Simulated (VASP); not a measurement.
## Moving the screening of exact exchange in BAs

```yaml
crystal:
  lattice:
    - [0.00000, 2.38850, 2.38850]
    - [2.38850, 0.00000, 2.38850]
    - [2.38850, 2.38850, 0.00000]
  atoms:
    - { symbol: As, position: [0.75000, 0.75000, 0.75000] }
    - { symbol: B, position: [0.00000, 0.00000, 0.00000] }
```

Kept alike: task single point; functional HSE(alpha, omega); k mesh 5 × 5 × 5; occupations fermi-dirac, width 0.05 eV; no spin polarisation. Program: VASP, PBE PAW files As, B, 520 eV. Share of exact exchange 0.25. The mesh is that of the run's cell of 2 atoms. No spin-orbit coupling.

```tsv
screening of exact exchange, ω (Å⁻¹)	pressure (GPa)
0.1	-0.78
0.15	-0.62
0.2	?
0.3	-0.07
0.4	0.35
0.6	1.15
```

The k mesh is coarse, so the values aren't converged. Pressure is positive in compression; the values hold the error of the finite cutoff, so their zero can differ a little from the energy's minimum. All rows use potentials made for PBE. The mesh is thin for exact exchange.

**Question.** Fit the rows shown and predict the run at 0.2 Å⁻¹.

**Answer.** A least-squares parabola through the rows shown is pressure = 0.732 ω² + 3.374 ω - 1.134 (largest miss 0.017); at ω = 0.2 it gives -0.43 GPa. The run gave: pressure -0.45 GPa.

The pressure rises at every step as ω grows, passing from tension to compression, so the volume BAs prefers grows as exact exchange is confined to shorter range. A larger ω hands more of the exchange to the semilocal PBE form, which tends to make covalent semiconductors too large. Exact exchange acting over a longer range instead favours a tighter lattice, probably because it describes the exchange energy of the shared B–As bonding charge, and of its overlap with the As core, differently as the bonds are stretched.

The run at 0.2 Å⁻¹ lies close to the parabola, which supports a smooth dependence and interpolation within this range. The parabola isn't a law for extrapolation, however: with the exact-exchange share fixed, the functional goes over to a global hybrid at vanishing ω and to PBE at very large ω, so the pressure must level off where the fitted curve keeps climbing. Pressure at a single fixed cell doesn't show which screening best describes BAs, since neither a measured lattice constant nor a band gap is compared.
